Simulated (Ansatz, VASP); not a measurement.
CoSi in VASP and in Ansatz

```
Co Si
1.0
     2.81793    0.00000    0.00000
     0.00000    2.81793    0.00000
     0.00000    0.00000    2.81793
Co Si
1 1
Direct
  0.00000 0.00000 0.00000
  0.50000 0.50000 0.50000
```

Change from the starting cell: volume scaled by 1.04.

Alike in both runs: task single point; functional PBEsol; k mesh 10 × 10 × 10; occupations fermi-dirac, width 0.05 eV; collinear spin.

|  | VASP | Ansatz |
| --- | --- | --- |
| version | VASP 6.6.1 | Ansatz 0.2.0 |
| potentials or method | VASP PAW PBE potentials, release 64 (Co, Si), cutoff 520 eV | all-electron LAPW, scalar-relativistic |

Ansatz gave:

- gap on the k mesh at the Fermi level (eV): none
- pressure (GPa): -13.8
- net moment per atom (μB): 0.27
- size of the moment on the site where the two differ most (μB): 0.56

Task: Which values does VASP return?

Result: gap on the k mesh at the Fermi level (eV): none; pressure (GPa): -13.7; net moment per atom (μB): 0.27; size of the moment on the site where the two differ most (μB): 0.55.

Site moments also hang on the region over which each program counts them. A gap of «none» marks a metal or a gap that the smearing closes. Ansatz ran all-electron here, so the differences hold the error of VASP's frozen core and of both bases.

Caveats: the PAW data sets were made with another functional, which shifts forces and pressure a little (VASP).
